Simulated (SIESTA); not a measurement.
Runs of SIESTA 5.4.2 on V. It takes space group P6_3/mmc (No. 194, hexagonal). The conventional cell has a = 2.604 Å, b = 2.604 Å, c = 4.723 Å, α = 90.00°, β = 90.00°, γ = 120.00°. Around V (site symmetry -6m2) lie 12 V at 2.60 to 2.80 Å. This isn't the form of V at room conditions, which is bcc.

```csv
task,potentials or basis,gap on the mesh (eV),pressure (GPa),moment (μB)
band structure,"PseudoDojo 0.4 standard (PBEsol files), DZ (energy shift 0.003 Ry; two zetas on semicore shells)",none,-10.7,0.00
band structure,"PseudoDojo 0.4 standard (PBEsol files), TZDP (energy shift 0.003 Ry; two zetas on semicore shells)",none,-6.5,0.00
band structure,"PseudoDojo 0.4 standard (PBEsol files), TZP (energy shift 0.003 Ry; two zetas on semicore shells)",none,-6.4,0.00
band structure,"PseudoDojo 0.4 standard (PBEsol files), SZP (energy shift 0.003 Ry)",none,(a),0.00
single point,"PseudoDojo 0.4 standard (PBEsol files), DZP (energy shift 0.003 Ry; two zetas on semicore shells)",none,-6.1,0.00
band structure,"PseudoDojo 0.4 standard (PBEsol files), DZP (energy shift 0.003 Ry; two zetas on semicore shells)",none,-6.1,0.00
```

Alike in all rows: level PBEsol; spin collinear, ferromagnetic start; cell as given; k mesh 12 × 12 × 6; smearing fermi-dirac 0.05 eV; grid cutoff 800 Ry; energy shift 0.003 Ry.

Fill in the values left out.

(a) -2.2.

Caveats: the basis of atomic orbitals isn't converged, which shifts pressures, moduli and gaps; the basis has no polarisation orbitals (some runs).

A gap of «none» marks a metal or a gap under the smearing width.
